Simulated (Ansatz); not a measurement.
Geometry optimisation in Ansatz: input, command and trajectory.

```yaml
crystal:
  lattice:
    - [4.7920680792, 0.0, 0.0]
    - [-2.3960340396, 4.1500526932, 0.0]
    - [0.0, 0.0, 6.027876416]
  atoms:
    - { symbol: Sc, position: [0.0, 0.0, 0.0] }
    - { symbol: Sc, position: [0.0, 0.0, 0.5] }
    - { symbol: Sc, position: [0.3333333333, 0.6666666667, 0.75] }
    - { symbol: Sc, position: [0.6666666667, 0.3333333333, 0.25] }
    - { symbol: Al, position: [0.3333333333, 0.6666666667, 0.25] }
    - { symbol: Al, position: [0.6666666667, 0.3333333333, 0.75] }
basis:
  ecutwfc: 500
kpoints:
  mp_grid: { grid: [12, 12, 6] }
hamiltonian:
  xc: r2scan
scf:
  occupations: { method: gaussian, width: 0.1 }
output:
  forces: true
  stress: true
  eigenvalues: true
relax:
  adjacent_minimum: "off"
  f_tol: 0.01
  max_steps: 30
  cell: { stress_tol: 0.1, fix: [volume] }
```

```bash
ansatz run input.yaml --threads 1 --pin off --max-ram 2560MiB --backend cpu --events-out ev --progress --plain --runs-dir out
```

Computed with DFT r2SCAN, scalar-relativistic, plane waves, PAW in Ansatz.

The volume is held at 0.94 times that of the relaxed cell.

Of 4 frames 3 are shown, positions in Å and forces in eV/Å; the SCF threshold varies from step to step. Steps run on the plane waves of an earlier cell, with a Pulay correction in the pressure. The basis is chosen afresh for the last frame, the zero of the energies, and at times for earlier ones too; energy and pressure step there, also at an unchanged geometry.

```xyz
6
Lattice="4.7921 0.0000 0.0000 -2.3960 4.1501 0.0000 0.0000 0.0000 6.0279" Properties=species:S:1:pos:R:3:forces:R:3 pbc="T T T" step=1 free_energy_over_end_meV_per_atom=0.04 pressure_GPa=5.12
Sc    0.0000    0.0000    0.0000    0.0000    0.0000    0.0000
Sc    0.0000    0.0000    3.0139    0.0000    0.0000    0.0000
Sc    0.0000    2.7667    4.5209    0.0000    0.0000    0.0000
Sc    2.3960    1.3834    1.5070    0.0000    0.0000    0.0000
Al    0.0000    2.7667    1.5070    0.0000    0.0000    0.0000
Al    2.3960    1.3834    4.5209    0.0000    0.0000    0.0000
6
Lattice="4.7988 0.0000 0.0000 -2.3994 4.1559 0.0000 0.0000 0.0000 6.0109" Properties=species:S:1:pos:R:3:forces:R:3 pbc="T T T" step=2 free_energy_over_end_meV_per_atom=0.02 pressure_GPa=5.08
Sc    0.0000    0.0000    0.0000    0.0000    0.0000    0.0000
Sc    0.0000    0.0000    3.0055    0.0000    0.0000    0.0000
Sc    0.0000    2.7706    4.5082    0.0000    0.0000    0.0000
Sc    2.3994    1.3853    1.5027    0.0000    0.0000    0.0000
Al    0.0000    2.7706    1.5027    0.0000    0.0000    0.0000
Al    2.3994    1.3853    4.5082    0.0000    0.0000    0.0000
6
Lattice="4.7959 0.0000 0.0000 -2.3980 4.1534 0.0000 0.0000 0.0000 6.0182" Properties=species:S:1:pos:R:3:forces:R:3 pbc="T T T" step=4 free_energy_over_end_meV_per_atom=0.00 pressure_GPa=5.10
Sc    0.0000    0.0000    0.0000    0.0000    0.0000    0.0000
Sc    0.0000    0.0000    3.0091    0.0000    0.0000    0.0000
Sc    0.0000    2.7689    4.5137    0.0000    0.0000    0.0000
Sc    2.3980    1.3845    1.5046    0.0000    0.0000    0.0000
Al    0.0000    2.7689    1.5046    0.0000    0.0000    0.0000
Al    2.3980    1.3845    4.5137    0.0000    0.0000    0.0000
```

It took 3 min on 1 thread of Intel(R) Xeon(R) Platinum 8375C CPU @ 2.90GHz (Ice Lake), with other jobs on the host, peak memory 0.85 GiB.